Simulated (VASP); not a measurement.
**KMgF3 under changes of volume**

One of the cells (12.866 Å³/atom); the others are scaled copies at fixed shape and fractional positions:

```
CELL_PARAMETERS angstrom
4.00690 0.00000 0.00000
0.00000 4.00690 0.00000
0.00000 0.00000 4.00690
ATOMIC_POSITIONS crystal
K 0.50000 0.50000 0.50000
Mg 0.00000 0.00000 0.00000
F 0.00000 0.00000 0.50000
F 0.00000 0.50000 0.00000
F 0.50000 0.00000 0.00000
```

* Program: VASP 6.6.1
* Functional: PBE
* Dispersion: D3(BJ)
* Potentials or basis: VASP PAW PBE potentials, release 64 (K_sv, Mg, F)
* Cutoff: 520 eV
* k mesh: 6 × 6 × 6
* Occupations: gaussian, width 0.02 eV
* Spin: no spin polarisation

| volume (Å³/atom) | energy over the lowest point (meV/atom) | pressure (GPa) | gap on the mesh (eV) |
| --- | --- | --- | --- |
| 12.352 | 6.47 | 3.4 | 7.50 |
| 12.609 | 1.92 | 1.7 | 7.34 |
| 12.866 | 0.00 | 0.1 | 7.19 |
| 13.124 | ? | ? | ? |
| 13.381 | 3.05 | -2.5 | 6.90 |

Question: What does the run at 13.124 Å³/atom give?

Answer: Energy over the lowest point 0.50 meV/atom; pressure -1.3 GPa; gap on the mesh 7.04 eV.

Worked out: A Birch-Murnaghan fit of order 2 (a polynomial in V^(-2/3)) to the other rows has its minimum at 12.94 Å³/atom with B0 = V·E''(V) = 72 GPa. It gives 0.45 meV/atom at 13.124 Å³/atom, against the run's 0.50, and -dE/dV = -1.0 GPa, against -1.3. A straight line through the other rows of the gap, of slope -7.48 eV per unit of ln V, gives 7.04 eV, against the run's 7.04.

Energies are extrapolated to zero smearing.

A mesh can miss the band edges.
